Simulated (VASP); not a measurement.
**From an Ansatz input to VASP: GaP (zincblende)**

Ansatz input

```yaml
crystal:
  lattice:
    - [0.0, 2.7253992947, 2.7253992947]
    - [2.7253992947, 0.0, 2.7253992947]
    - [2.7253992947, 2.7253992947, 0.0]
  atoms:
    - { symbol: Ga, position: [0.0, 0.0, 0.0] }
    - { symbol: P, position: [0.25, 0.25, 0.25] }
kpoints:
  mp_grid: { grid: [8, 8, 8] }
  band_path:
    path:
      - [0.0, 0.0, 0.0]
      - [-0.5, -0.5, 0.0]
      - [-0.375, -0.375, 0.25]
      - [-0.375, 0.0, 0.375]
      - [0.0, 0.0, 0.5]
      - [-0.5, -0.25, 0.25]
      - [0.0, 0.424479, 0.424479]
    npoints: 1
hamiltonian:
  xc: r2scan
scf:
  occupations: { method: fixed }
  n_extra_bands: 4
output:
  forces: true
  stress: true
  eigenvalues: true
  write_density: true
  write_potential: true
  elf: true
  volumetric_format: npy
```

**Question.** Which VASP files do the same job?

**Answer.** 

INCAR

```
SIGMA = 0.01
ENCUT = 520
LWAVE = .FALSE.
EDIFF = 1E-7
NSW = 0
ALGO = Normal
METAGGA = R2SCAN
NELM = 120
LASPH = .TRUE.
IBRION = -1
LCHARG = .FALSE.
ISMEAR = 0
PREC = Accurate
ISIF = 2
LREAL = .FALSE.
NBANDS = 16
```

KPOINTS

```
KPOINTS created by Atomic Simulation Environment
0
Gamma
8 8 8
0 0 0
```

KPOINTS_OPT

```
special points
7
Reciprocal
0.0000000000 0.0000000000 0.0000000000 1
-0.5000000000 -0.5000000000 0.0000000000 1
-0.3750000000 -0.3750000000 0.2500000000 1
-0.3750000000 0.0000000000 0.3750000000 1
0.0000000000 0.0000000000 0.5000000000 1
-0.5000000000 -0.2500000000 0.2500000000 1
0.0000000000 0.4244790000 0.4244790000 1
```

POSCAR

```
Ga P
 1.0000000000000000
    -0.0000000000000000    2.7253992946765000    2.7253992946765000
     2.7253992946765000    0.0000000000000000    2.7253992946765000
     2.7253992946765000    2.7253992946765000    0.0000000000000000
 Ga  P
   1   1
Cartesian
  0.0000000000000000 -0.0000000000000000 -0.0000000000000000
  1.3626996473382502  1.3626996473382502  1.3626996473382502
```

VASP ran with the recommended PBE PAW datasets (18 valence electrons in the cell). Other inputs would serve too.

|  | Ansatz | VASP |
| --- | --- | --- |
| gap between bands v and c | 1.84 eV | 1.85 eV |
| least direct gap | 2.36 eV | 2.34 eV |
| pressure | 0.0 GPa | 0.0 GPa |

Datasets and cutoffs are each program's own. VASP's cell holds 18 valence electrons and Ansatz's 18. Ansatz's stress includes a Pulay correction; VASP's doesn't.
